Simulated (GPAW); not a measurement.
The system is HfN.

```xyz
2
Lattice="0.0000 2.2560 2.2560 2.2560 0.0000 2.2560 2.2560 2.2560 0.0000" Properties=species:S:1:pos:R:3 pbc="T T T"
Hf    0.0000    0.0000    0.0000
N     2.2560    2.2560    2.2560
```

* Program: GPAW 26.7.0
* Task: relaxation of cell and atoms
* Functional: PBEsol
* Dispersion: D3
* Potentials or basis: PAW data sets generated in the run's folder for this functional
* Cutoff: 800 eV
* Basis: pw
* k mesh: 10 × 10 × 10
* Occupations: fermi-dirac, width 0.05 eV
* Spin: no spin polarisation

At the start: pressure -6.2 GPa; volume 11.48 Å³/atom.

Problem. How do energy, volume and symmetry change on relaxing?

Solution. Over 3 steps the energy falls by 3.9 meV/atom and the volume is 11.23 Å³/atom (-2.2 %); space group Fm-3m (No. 225, to 0.05 Å).

The path:
```
step  energy change (eV)  largest force (eV/Å)  pressure (GPa)  volume (Å³)
   1              0.0000                0.0000           -6.23        22.96
   2             -0.0059                0.0000           -3.54        22.75
   3             -0.0079                0.0000            0.10        22.47
```

Final structure:
```
Hf N
1.0
     0.00000    2.23959    2.23959
     2.23959    0.00000    2.23959
     2.23959    2.23959    0.00000
Hf N
1 1
Direct
  0.00000 0.00000 0.00000
  0.50000 0.50000 0.50000
```

Caveat: later steps reuse the first step's grids; pairwise dispersion overbinds metals, which lowers pressure and volume.
